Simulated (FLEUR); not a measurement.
# Ta (P6_3/mmc) in FLEUR: a series of runs

Runs on Ta. Level: SCAN. Tasks: band structure, equation of state.

All numbers are computed with FLEUR MaX-R8.1 (later development tree); they aren't measurements. Logs are shortened: lines on timing, memory, paths and dates and some standing lists are left out, and cuts for length are marked.

## (1) Starting point

It takes space group P6_3/mmc (No. 194, hexagonal). Conventional cell: a = 2.900 Å, b = 2.900 Å, c = 5.166 Å, α = 90.00°, β = 90.00°, γ = 120.00°. Around Ta (site symmetry -6m2) lie 12 Ta at 2.90 to 3.08 Å.

This isn't the form of Ta at room conditions, which is bcc.

## (2) Band structure, SCAN

Contents of inp.xml:

```xml
<?xml version="1.0" encoding="UTF-8" standalone="no"?>
<fleurInput fleurInputVersion="0.39">
   <comment>
      Ta                                                                                                  
   </comment>
   <calculationSetup>
      <cutoffs Kmax="4.1" Gmax="12.7" GmaxXC="12.7" numbands="0"/>
      <scfLoop itmax="80" minDistance="0.0001" maxIterBroyd="30" imix="Anderson" alpha="0.05" precondParam="0.0" spinf="2.0" sdNocoIR="T"/>
      <coreElectrons ctail="F" frcor="F" kcrel="0" coretail_lmax="0"/>
      <xcFunctional name="LibXC" relativisticCorrections="F">
         <LibXCName exchange="mgga_x_scan" correlation="mgga_c_scan"/>
         <AuxGGA exchange="117" correlation="130"/>
      </xcFunctional>
      <magnetism jspins="1"/>
      <soc l_soc="F" theta="0.0" phi="0.0" spav="F"/>
      <expertModes spex="0" secvar="F"/>
      <geometryOptimization l_f="F" forcealpha="1.0" forcemix="BFGS" epsdisp="0.00001" epsforce="0.00001"/>
      <ldaU l_linMix="F" mixParam="0.05" spinf="1.0"/>
   </calculationSetup>
   <cell>
      <bzIntegration valenceElectrons="54.0" mode="hist" fermiSmearingEnergy="0.00183747">
         <kPointListSelection listName="default-1"/>
         <!-- k-points included here -->
         <xi:include xmlns:xi="http://www.w3.org/2001/XInclude" href="kpts.xml"> </xi:include>
      </bzIntegration>
      <!-- symmetry operations included here -->
      <xi:include xmlns:xi="http://www.w3.org/2001/XInclude" href="sym.xml"> </xi:include>
      <bulkLattice scale="1.0">
         <bravaisMatrix>
            <row-1>    5.4809088766524683     0.0000000000000000     0.0000000000000000</row-1>
            <row-2>   -2.7404544383262341     4.7466063230114566     0.0000000000000000</row-2>
            <row-3>    0.0000000000000000     0.0000000000000000     9.7628429446417382</row-3>
         </bravaisMatrix>
      </bulkLattice>
   </cell>
   <atomSpecies>
      <species name="Tantalum (Ta)" element="Ta" atomicNumber="73">
         <mtSphere radius="2.54" gridPoints="839" logIncrement="0.016"/>
         <atomicCutoffs lmax="10" lnonsphr="10"/>
         <electronConfig flipSpins="F">
            <coreConfig>(1s1/2) (2s1/2) (2p1/2) (2p3/2) (3s1/2) (3p1/2) (3p3/2) (4s1/2) (3d3/2) (3d5/2) (4p1/2) (4p3/2) (4d3/2) (4d5/2)</coreConfig>
            <valenceConfig>(5s1/2) (5p1/2) (5p3/2) (6s1/2) (4f5/2) (4f7/2) (5d3/2) (5d5/2)</valenceConfig>
            <stateOccupation state="(5d3/2)" spinUp="0.600000" spinDown="0.600000"/>
            <stateOccupation state="(5d5/2)" spinUp="0.900000" spinDown="0.900000"/>
         </electronConfig>
         <energyParameters s="6" p="6" d="5" f="4"/>
         <lo type="SCLO" l="0" n="5" eDeriv="0"/>
         <lo type="SCLO" l="1" n="5" eDeriv="0"/>
         <lo type="SCLO" l="2" n="5" eDeriv="2"/>
         <lo type="SCLO" l="3" n="4" eDeriv="2"/>
      </species>
   </atomSpecies>
   <atomGroups>
      <atomGroup species="Tantalum (Ta)">
         <relPos label="                   1">1.000/3.000 -1.000/3.000 1.000/4.000</relPos>
         <relPos label="                   2">-1.000/3.000 1.000/3.000 -1.000/4.000</relPos>
         <force calculate="T" relaxXYZ="TTT"/>
      </atomGroup>
   </atomGroups>
   <output dos="F" band="F" slice="F">
      <checks vchk="F" cdinf="F"/>
      <bandDOS minEnergy="-.5*Htr" maxEnergy="0.5*Htr" sigma="0.015" storeEVData="T"/>
      <vacuumDOS vacdos="F" integ="F" star="F" nstars="0" locx1="0.0" locy1="0.0" locx2="0.0" locy2="0.0" nstm="0" tworkf="0.0"/>
      <unfoldingBand unfoldBand="F" supercellX="1" supercellY="1" supercellZ="1"/>
      <plotting iplot="0" polar="F">
         <plot TwoD="T" vec1="  1.0  0.0  0.0" vec2="  0.0  1.0  0.0" vec3="  0.0  0.0  1.0" zero="  0.0  0.0  0.0" file="plot"/>
      </plotting>
      <chargeDensitySlicing numkpt="0" minEigenval="0.0" maxEigenval="0.0" nnne="0" pallst="F"/>
      <specialOutput eonly="F"/>
      <moessbauerParams electricFieldGradient="T" isomerShift="T" coreHyperfine="T" valenceHyperfine="T"/>
      <magneticCircularDichroism mcd="F" energyLo="-10.0" energyUp="0.0"/>
   </output>
  <!-- We include the file relax.xml here to enable relaxations (see documentation) -->
  <xi:include xmlns:xi="http://www.w3.org/2001/XInclude" href="relax.xml"> <xi:fallback/> </xi:include>
</fleurInput>
```

Contents of crystal.txt:

```
Ta
&input cartesian=F /
2.9003720726  0.0000000000  0.0000000000
-1.4501860363  2.5117958953  0.0000000000
0.0000000000  0.0000000000  5.1662740000
1.8897261246
1.0 1.0 1.0

2
73 0.3333333334  0.6666666668  0.2500000000
73 0.6666666668  0.3333333334  0.7500000000

&kpt div1=11 div2=11 div3=5 gamma=T /
```

Contents of inp.xml (bands):

```
<?xml version="1.0" encoding="UTF-8" standalone="no"?>
<fleurInput fleurInputVersion="0.39">
   <comment>
      Ta                                                                                                  
   </comment>
   <calculationSetup>
      <cutoffs Kmax="4.1" Gmax="12.7" GmaxXC="12.7" numbands="0"/>
      <scfLoop itmax="80" minDistance="0.0001" maxIterBroyd="30" imix="Anderson" alpha="0.05" precondParam="0.0" spinf="2.0" sdNocoIR="T"/>
      <coreElectrons ctail="F" frcor="F" kcrel="0" coretail_lmax="0"/>
      <xcFunctional name="LibXC" relativisticCorrections="F">
         <LibXCName exchange="mgga_x_scan" correlation="mgga_c_scan"/>
         <AuxGGA exchange="117" correlation="130"/>
      </xcFunctional>
      <magnetism jspins="1"/>
      <soc l_soc="F" theta="0.0" phi="0.0" spav="F"/>
      <expertModes spex="0" secvar="F"/>
      <geometryOptimization l_f="F" forcealpha="1.0" forcemix="BFGS" epsdisp="0.00001" epsforce="0.00001"/>
      <ldaU l_linMix="F" mixParam="0.05" spinf="1.0"/>
   </calculationSetup>
   <cell>
      <bzIntegration valenceElectrons="54.0" mode="hist" fermiSmearingEnergy="0.00183747">
         <kPointListSelection listName="path-1"/>
         <!-- k-points included here -->
         <xi:include xmlns:xi="http://www.w3.org/2001/XInclude" href="kpts.xml"> </xi:include>
      </bzIntegration>
      <!-- symmetry operations included here -->
      <xi:include xmlns:xi="http://www.w3.org/2001/XInclude" href="sym.xml"> </xi:include>
      <bulkLattice scale="1.0">
         <bravaisMatrix>
            <row-1>    5.4809088766524683     0.0000000000000000     0.0000000000000000</row-1>
            <row-2>   -2.7404544383262341     4.7466063230114566     0.0000000000000000</row-2>
            <row-3>    0.0000000000000000     0.0000000000000000     9.7628429446417382</row-3>
         </bravaisMatrix>
      </bulkLattice>
   </cell>
   <atomSpecies>
      <species name="Tantalum (Ta)" element="Ta" atomicNumber="73">
         <mtSphere radius="2.54" gridPoints="839" logIncrement="0.016"/>
         <atomicCutoffs lmax="10" lnonsphr="10"/>
         <electronConfig flipSpins="F">
            <coreConfig>(1s1/2) (2s1/2) (2p1/2) (2p3/2) (3s1/2) (3p1/2) (3p3/2) (4s1/2) (3d3/2) (3d5/2) (4p1/2) (4p3/2) (4d3/2) (4d5/2)</coreConfig>
            <valenceConfig>(5s1/2) (5p1/2) (5p3/2) (6s1/2) (4f5/2) (4f7/2) (5d3/2) (5d5/2)</valenceConfig>
            <stateOccupation state="(5d3/2)" spinUp="0.600000" spinDown="0.600000"/>
            <stateOccupation state="(5d5/2)" spinUp="0.900000" spinDown="0.900000"/>
         </electronConfig>
         <energyParameters s="6" p="6" d="5" f="4"/>
         <lo type="SCLO" l="0" n="5" eDeriv="0"/>
         <lo type="SCLO" l="1" n="5" eDeriv="0"/>
         <lo type="SCLO" l="2" n="5" eDeriv="2"/>
         <lo type="SCLO" l="3" n="4" eDeriv="2"/>
      </species>
   </atomSpecies>
   <atomGroups>
      <atomGroup species="Tantalum (Ta)">
         <relPos label="                   1">1.000/3.000 -1.000/3.000 1.000/4.000</relPos>
         <relPos label="                   2">-1.000/3.000 1.000/3.000 -1.000/4.000</relPos>
         <force calculate="T" relaxXYZ="TTT"/>
      </atomGroup>
   </atomGroups>
   <output dos="F" band="T" slice="F">
      <checks vchk="F" cdinf="F"/>
      <bandDOS minEnergy="-.5*Htr" maxEnergy="0.5*Htr" sigma="0.015" storeEVData="T"/>
      <vacuumDOS vacdos="F" integ="F" star="F" nstars="0" locx1="0.0" locy1="0.0" locx2="0.0" locy2="0.0" nstm="0" tworkf="0.0"/>
      <unfoldingBand unfoldBand="F" supercellX="1" supercellY="1" supercellZ="1"/>
      <plotting iplot="0" polar="F">
         <plot TwoD="T" vec1="  1.0  0.0  0.0" vec2="  0.0  1.0  0.0" vec3="  0.0  0.0  1.0" zero="  0.0  0.0  0.0" file="plot"/>
      </plotting>
      <chargeDensitySlicing numkpt="0" minEigenval="0.0" maxEigenval="0.0" nnne="0" pallst="F"/>
      <specialOutput eonly="F"/>
      <moessbauerParams electricFieldGradient="T" isomerShift="T" coreHyperfine="T" valenceHyperfine="T"/>
      <magneticCircularDichroism mcd="F" energyLo="-10.0" energyUp="0.0"/>
   </output>
  <!-- We include the file relax.xml here to enable relaxations (see documentation) -->
  <xi:include xmlns:xi="http://www.w3.org/2001/XInclude" href="relax.xml"> <xi:fallback/> </xi:include>
</fleurInput>
```

Potentials or basis: all-electron, FLAPW.

On the command line:

```bash
inpgen -f crystal.txt -profile fastHighL
# inp.xml edited to the form shown
fleur_MPI
fleur_MPI   # second run, on inp.xml (bands)
```

Output:

```text
Welcome to FLEUR        (www.flapw.de)
      MaX-Release 8.1          (www.max-centre.eu)
 func_ids         267         263         267         263
 MetaGGA potential functional detected - V_tau will be computed
 Auxiliary Potential for radial basis: exchange=         117  correlation=         130
The functional 'SCAN exchange of Sun, Ruzsinszky, and Perdew' is an exchange functional, it belongs to the 'MGGA' family and is defined in the reference(s):
[1] J. Sun, A. Ruzsinszky, and J. P. Perdew.,  Phys. Rev. Lett. 115, 036402 (2015)
The functional 'SCAN correlation of Sun, Ruzsinszky, and Perdew' is a correlation functional, it belongs to the 'MGGA' family and is defined in the reference(s):
[1] J. Sun, A. Ruzsinszky, and J. P. Perdew.,  Phys. Rev. Lett. 115, 036402 (2015)
 Using same functional for VXC and EXC

 ========== k-point set info ==========
 Selected k-point list: default-1
 k-point list type: mesh
 11 x 11 x 5
 Number of k points: 48

 ------------Calculation Setup---------------------------
 Number of MPI-tasks      :            1
 Number of PE/node        :            1
 Number of OMP-threads    :            1
 Most efficient MPI parallelization for:
           1           2           3           4           6           8          12          16          24          48
 Additional eigenvalue parallelization possible
 Number of basis functions:          369
 Approximate size of matrices (H+S) per k-point:         0.002 GB
 --------------------------------------------------------
The functional 'Hammer, Hansen, and Norskov' is an exchange functional, it belongs to the 'GGA' family and is defined in the reference(s):
[1] B. Hammer, L. B. Hansen, and J. K. Nørskov.,  Phys. Rev. B 59, 7413 (1999)
The functional 'Perdew, Burke & Ernzerhof' is a correlation functional, it belongs to the 'GGA' family and is defined in the reference(s):
[1] J. P. Perdew, K. Burke, and M. Ernzerhof.,  Phys. Rev. Lett. 77, 3865 (1996)
[2] J. P. Perdew, K. Burke, and M. Ernzerhof.,  Phys. Rev. Lett. 78, 1396 (1997)
 Using same functional for VXC and EXC
 Using auxiliary GGA potential for the first iteration of MetaGGA calculation.
 Reset of history
 Reset of history
 Iteration:     1   Distance:      53.54777174 me/bohr^3
The functional 'Hammer, Hansen, and Norskov' is an exchange functional, it belongs to the 'GGA' family and is defined in the reference(s):
[1] B. Hammer, L. B. Hansen, and J. K. Nørskov.,  Phys. Rev. B 59, 7413 (1999)
The functional 'Perdew, Burke & Ernzerhof' is a correlation functional, it belongs to the 'GGA' family and is defined in the reference(s):
[1] J. P. Perdew, K. Burke, and M. Ernzerhof.,  Phys. Rev. Lett. 77, 3865 (1996)
[2] J. P. Perdew, K. Burke, and M. Ernzerhof.,  Phys. Rev. Lett. 78, 1396 (1997)
 Using same functional for VXC and EXC
 Iteration:     2   Distance:      50.85592979 me/bohr^3
The functional 'Hammer, Hansen, and Norskov' is an exchange functional, it belongs to the 'GGA' family and is defined in the reference(s):
[1] B. Hammer, L. B. Hansen, and J. K. Nørskov.,  Phys. Rev. B 59, 7413 (1999)
The functional 'Perdew, Burke & Ernzerhof' is a correlation functional, it belongs to the 'GGA' family and is defined in the reference(s):
[1] J. P. Perdew, K. Burke, and M. Ernzerhof.,  Phys. Rev. Lett. 77, 3865 (1996)
[2] J. P. Perdew, K. Burke, and M. Ernzerhof.,  Phys. Rev. Lett. 78, 1396 (1997)
 Using same functional for VXC and EXC
 Iteration:     3   Distance:      48.28139475 me/bohr^3
The functional 'Hammer, Hansen, and Norskov' is an exchange functional, it belongs to the 'GGA' family and is defined in the reference(s):
[1] B. Hammer, L. B. Hansen, and J. K. Nørskov.,  Phys. Rev. B 59, 7413 (1999)
The functional 'Perdew, Burke & Ernzerhof' is a correlation functional, it belongs to the 'GGA' family and is defined in the reference(s):
[1] J. P. Perdew, K. Burke, and M. Ernzerhof.,  Phys. Rev. Lett. 77, 3865 (1996)
[2] J. P. Perdew, K. Burke, and M. Ernzerhof.,  Phys. Rev. Lett. 78, 1396 (1997)
 Using same functional for VXC and EXC
 Iteration:     4   Distance:       5.86049298 me/bohr^3
The functional 'Hammer, Hansen, and Norskov' is an exchange functional, it belongs to the 'GGA' family and is defined in the reference(s):
[1] B. Hammer, L. B. Hansen, and J. K. Nørskov.,  Phys. Rev. B 59, 7413 (1999)
The functional 'Perdew, Burke & Ernzerhof' is a correlation functional, it belongs to the 'GGA' family and is defined in the reference(s):
[1] J. P. Perdew, K. Burke, and M. Ernzerhof.,  Phys. Rev. Lett. 77, 3865 (1996)
[2] J. P. Perdew, K. Burke, and M. Ernzerhof.,  Phys. Rev. Lett. 78, 1396 (1997)
 Using same functional for VXC and EXC
 Iteration:     5   Distance:       2.60924313 me/bohr^3
The functional 'Hammer, Hansen, and Norskov' is an exchange functional, it belongs to the 'GGA' family and is defined in the reference(s):
[... 60 lines left out ...]
 Using same functional for VXC and EXC
 Iteration:    14   Distance:       0.00053427 me/bohr^3
The functional 'Hammer, Hansen, and Norskov' is an exchange functional, it belongs to the 'GGA' family and is defined in the reference(s):
[1] B. Hammer, L. B. Hansen, and J. K. Nørskov.,  Phys. Rev. B 59, 7413 (1999)
The functional 'Perdew, Burke & Ernzerhof' is a correlation functional, it belongs to the 'GGA' family and is defined in the reference(s):
[1] J. P. Perdew, K. Burke, and M. Ernzerhof.,  Phys. Rev. Lett. 77, 3865 (1996)
[2] J. P. Perdew, K. Burke, and M. Ernzerhof.,  Phys. Rev. Lett. 78, 1396 (1997)
 Using same functional for VXC and EXC
 Iteration:    15   Distance:       0.00051809 me/bohr^3
The functional 'Hammer, Hansen, and Norskov' is an exchange functional, it belongs to the 'GGA' family and is defined in the reference(s):
[1] B. Hammer, L. B. Hansen, and J. K. Nørskov.,  Phys. Rev. B 59, 7413 (1999)
The functional 'Perdew, Burke & Ernzerhof' is a correlation functional, it belongs to the 'GGA' family and is defined in the reference(s):
[1] J. P. Perdew, K. Burke, and M. Ernzerhof.,  Phys. Rev. Lett. 77, 3865 (1996)
[2] J. P. Perdew, K. Burke, and M. Ernzerhof.,  Phys. Rev. Lett. 78, 1396 (1997)
 Using same functional for VXC and EXC
 Iteration:    16   Distance:       0.00013806 me/bohr^3
The functional 'Hammer, Hansen, and Norskov' is an exchange functional, it belongs to the 'GGA' family and is defined in the reference(s):
[1] B. Hammer, L. B. Hansen, and J. K. Nørskov.,  Phys. Rev. B 59, 7413 (1999)
The functional 'Perdew, Burke & Ernzerhof' is a correlation functional, it belongs to the 'GGA' family and is defined in the reference(s):
[1] J. P. Perdew, K. Burke, and M. Ernzerhof.,  Phys. Rev. Lett. 77, 3865 (1996)
[2] J. P. Perdew, K. Burke, and M. Ernzerhof.,  Phys. Rev. Lett. 78, 1396 (1997)
 Using same functional for VXC and EXC
 Iteration:    17   Distance:       0.00003286 me/bohr^3

 ********************************************************************
 Run finished successfully
 Stop message:
   all done
 ********************************************************************
```

It took 52 s on 1 thread of Intel Xeon 6975P-C (Granite Rapids), shared host; peak memory 0.09 GiB.

Results:

* Free energy: -850389.9929 eV
* Band gap along the path: none (metal or under the smearing width)
* Valence electrons inside the program's atomic spheres: Ta 24.95 (radii Ta 2.54 bohr)

Levels at the corners of the path, in eV from the Fermi level:
| point | band 24 | band 25 | band 26 | band 27 | band 28 | band 29 | band 30 | band 31 |
| --- | --- | --- | --- | --- | --- | --- | --- | --- |
| Γ | -5.29 | -0.73 | -0.24 | 0.55 | 0.55 | 1.14 | 1.14 | 3.19 |
| M | -4.05 | -3.43 | -0.57 | -0.32 | 0.42 | 0.97 | 5.91 | 6.72 |
| K | -2.05 | -2.05 | -1.75 | -0.50 | -0.50 | 1.09 | 4.11 | 4.11 |
| Γ | -5.29 | -0.73 | -0.24 | 0.55 | 0.55 | 1.14 | 1.14 | 3.19 |
| A | -6.84 | -1.33 | -1.33 | 0.61 | 0.61 | 0.61 | 0.61 | 4.70 |
| L | -4.56 | -2.39 | -2.39 | 1.45 | 1.45 | 2.79 | 2.79 | 5.73 |
| H | -2.52 | -2.04 | -2.04 | -0.63 | -0.63 | 1.63 | 1.63 | 5.31 |
| A | -6.84 | -1.33 | -1.33 | 0.61 | 0.61 | 0.61 | 0.61 | 4.70 |
| L | -4.56 | -2.39 | -2.39 | 1.45 | 1.45 | 2.79 | 2.79 | 5.73 |
| M | -4.05 | -3.43 | -0.57 | -0.32 | 0.42 | 0.97 | 5.91 | 6.72 |
| K | -2.05 | -2.05 | -1.75 | -0.50 | -0.50 | 1.09 | 4.11 | 4.11 |
| H | -2.52 | -2.04 | -2.04 | -0.63 | -0.63 | 1.63 | 1.63 | 5.31 |

Core levels (eV from the Fermi level):
| atom | levels |
| --- | --- |
| 1 Ta | 1s1/2 -67276.8, 2s1/2 -11546.5, 2p1/2 -11032.6, 2p3/2 -9762.4, 3s1/2 -2640.7, 3p1/2 -2412.8, 3p3/2 -2139.3, 4s1/2 -533.9, 3d3/2 -1755.4, 3d5/2 -1695.8, 4p1/2 -440.0, 4p3/2 -377.1, 4d3/2 -223.0, 4d5/2 -211.4 |
| 2 Ta | 1s1/2 -67276.8, 2s1/2 -11546.5, 2p1/2 -11032.6, 2p3/2 -9762.4, 3s1/2 -2640.7, 3p1/2 -2412.8, 3p3/2 -2139.3, 4s1/2 -533.9, 3d3/2 -1755.4, 3d5/2 -1695.8, 4p1/2 -440.0, 4p3/2 -377.1, 4d3/2 -223.0, 4d5/2 -211.4 |

Caveat: the meta-GGA is that of a development version, with a GGA for the radial functions and cores and without core tails; spin-orbit coupling is left out, which moves the levels of the heavy elements.

## (3) Equation of state, SCAN, 17.69 Å³/atom (volume scaled by 0.94)

Edit inp.xml of step 2 so:

```diff
@@ -27,3 +27,3 @@
       <xi:include xmlns:xi="http://www.w3.org/2001/XInclude" href="sym.xml"> </xi:include>
-      <bulkLattice scale="1.0">
+      <bulkLattice scale="0.9795861087">
          <bravaisMatrix>
@@ -37,3 +37,3 @@
       <species name="Tantalum (Ta)" element="Ta" atomicNumber="73">
-         <mtSphere radius="2.54" gridPoints="839" logIncrement="0.016"/>
+         <mtSphere radius="2.46" gridPoints="839" logIncrement="0.016"/>
          <atomicCutoffs lmax="10" lnonsphr="10"/>
```

Potentials or basis: all-electron, FLAPW.

On the command line:

```bash
inpgen -f crystal.txt -profile fastHighL
# inp.xml edited to the form shown
fleur_MPI
```

Wall time 49 s (1 thread of Intel Xeon 6975P-C (Granite Rapids), shared host); peak memory 0.09 GiB.

The run converged. Its results:

| Property | Result |
| --- | --- |
| Free energy | -850390.0121 eV |
| Band gap on the k mesh | none (metal or under the smearing width) |
| Valence electrons inside the program's atomic spheres | Ta 24.80 (radii Ta 2.46 bohr) |

Caveat: the meta-GGA is that of a development version, with a GGA for the radial functions and cores and without core tails.

## (4) Equation of state, SCAN, 18.07 Å³/atom (volume scaled by 0.96)

Edit inp.xml of step 3 so:

```diff
@@ -27,3 +27,3 @@
       <xi:include xmlns:xi="http://www.w3.org/2001/XInclude" href="sym.xml"> </xi:include>
-      <bulkLattice scale="0.9795861087">
+      <bulkLattice scale="0.9864848297">
          <bravaisMatrix>
```

On the command line:

```bash
inpgen -f crystal.txt -profile fastHighL
# inp.xml edited to the form shown
fleur_MPI
```

Wall time 46 s (1 thread of Intel Xeon 6975P-C (Granite Rapids), shared host); peak memory 0.09 GiB.

The run converged. Its results:

- Free energy: -850390.0199 eV
- Band gap on the k mesh: none (metal or under the smearing width)
- Valence electrons inside the program's atomic spheres: Ta 24.76 (radii Ta 2.46 bohr)

Caveat: the meta-GGA is that of a development version, with a GGA for the radial functions and cores and without core tails.

[end of part 1 of 2]
